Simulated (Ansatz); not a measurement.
LiF in the zincblende structure, relaxed with r2SCAN in Ansatz. Space group F-43m (No. 216), cubic; conventional cell a = 4.289 Å, 9.86 Å³ an atom. Li has 4 F at 1.86 Å; F has 4 Li at 1.86 Å.

The axes x, y and z are those of this cell:
```
Li F
1.0
     0.00000    2.14461    2.14461
     2.14461    0.00000    2.14461
     2.14461    2.14461    0.00000
Li F
1 1
Cartesian
  0.0000 0.0000 0.0000
  1.0723 1.0723 1.0723
```

Unstrained: The PBE gap is direct at Γ: 7.930 eV. The r2SCAN gap is direct at Γ: 8.663 eV. The HSE06 gap is direct at Γ: 10.111 eV. Meshes: PBE 10×10×10, r2SCAN 10×10×10, HSE06 8×8×8. Strains are changes of length per length. After each strain the atoms were relaxed again with r2SCAN within the symmetry that the strain leaves, so tilts or polar shifts that break it weren't tested; points keep the names that they have in the unstrained zone. Simulation only: spin-unpolarised, and no claim that this is the phase found in nature.

**Question.** One strain changed the r2SCAN stress by xx +0.89, yy +0.89, zz +0.89, xy -0.47, xz -0.47, yz -0.47 GPa (compression positive) and the gap by +0.055 eV (PBE), +0.058 eV (r2SCAN), +0.062 eV (HSE06). Which kind of strain was it, and roughly how large?

**Answer.** Epitaxial -1.13 % in the plane normal to [111], free normal strain +0.78 %. The pattern of the stress gives the kind; the size needs the stiffness, so it is an estimate.

**Question.** Estimate what biaxial +3.35 % in x and y, z held does to the gap.

**Answer.** PBE: the gap goes from 7.930 to 7.544 eV (-0.386 eV); with r2SCAN the top three valence levels at Γ, degenerate before, become 1+2 from the top over 47 meV. r2SCAN: the gap goes from 8.663 to 8.262 eV (-0.401 eV). HSE06: the gap goes from 10.111 to 9.692 eV (-0.419 eV). The r2SCAN energy rises by 7.8 meV an atom.

**Question.** Apply uniaxial -0.31 % along z, other directions held. How far does the gap move, against the unstrained cell?

**Answer.** PBE: the gap goes from 7.930 to 7.944 eV (+0.014 eV); least and direct gap lie within 0.04 eV, so its kind isn't settled. r2SCAN: the gap goes from 8.663 to 8.677 eV (+0.014 eV). HSE06: the gap goes from 10.111 to 10.126 eV (+0.015 eV). The r2SCAN energy rises by 0.0 meV an atom.

The meshes of the hybrids are coarse, so their gaps aren't converged to the digits shown.

The splittings at Γ are without spin-orbit coupling, which regroups them where it is of like size or larger.
